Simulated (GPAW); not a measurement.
Runs of GPAW 26.7.0 on Te2Mo. The structure is hexagonal, space group P6_3/mmc (No. 194). The conventional cell has a = 3.518 Å, b = 3.518 Å, c = 13.974 Å, α = 90.00°, β = 90.00°, γ = 120.00°. Around Te (site symmetry 3m) lie 3 Mo at 2.72 Å. Mo (site symmetry -6m2) is surrounded by 6 Te at 2.72 Å. 

```csv
task,level,potentials or basis,spin,cell,k mesh,cutoff (eV),smearing,maxiter,band path,band points,spin axis theta (degrees),spin axis phi (degrees),gap on the mesh (eV),pressure (GPa),largest force (eV/Å)
band structure,mBEEF,"GPAW PAW data sets (gpaw-data 1.2.1), pw","SOC, no magnetisation",as given,5 × 5 × 2,600,fermi-dirac 0.05 eV,150,"GMKGALHA,LM,KH",100,0,0,(a),(b),0.64
single point,LDA,"the program's PAW data sets (release 1.2.1) made for this functional, pw",off,as given,7 × 7 × 2,450,fermi-dirac 0.05 eV,120,-,-,-,-,0.81,-4.0,0.39
dielectric tensor,LDA,"the program's PAW data sets (release 1.2.1) made for this functional, pw",off,as given,7 × 7 × 2,450,fermi-dirac 0.001 eV,150,-,-,-,-,0.81,-,-
relaxation of cell and atoms,r2SCAN+D4,"GPAW PAW data sets (gpaw-data 1.2.1), pw",off,relaxed to 1 GPa,5 × 5 × 2,600,fermi-dirac 0.05 eV,150,-,-,-,-,0.80,1.0,0.01
```

Question: Estimate the missing entries.

Answer: (a) 0.88; (b) -1.7.

Caveats: spin-orbit coupling is left out, which moves the levels of the heavy elements (some runs); an odd mesh through Γ misses points on the zone boundary, where band edges often lie (some runs); the PAW data sets were made with another functional, which shifts forces and pressure a little (some runs); spin-orbit coupling was added after a scalar SCF, so levels and gaps hold it while energy, forces, pressure and moments don't (some runs); this program's spin-orbit splittings come out too wide for heavy elements (some runs); the mesh misses the band edges, which the band path finds closer together (some runs); the cutoff is short for stress and forces, so pressures can be off by a GPa or more (some runs).

A k mesh can miss the band edges, and rows without SOC leave out spin-orbit coupling on Mo, Te.
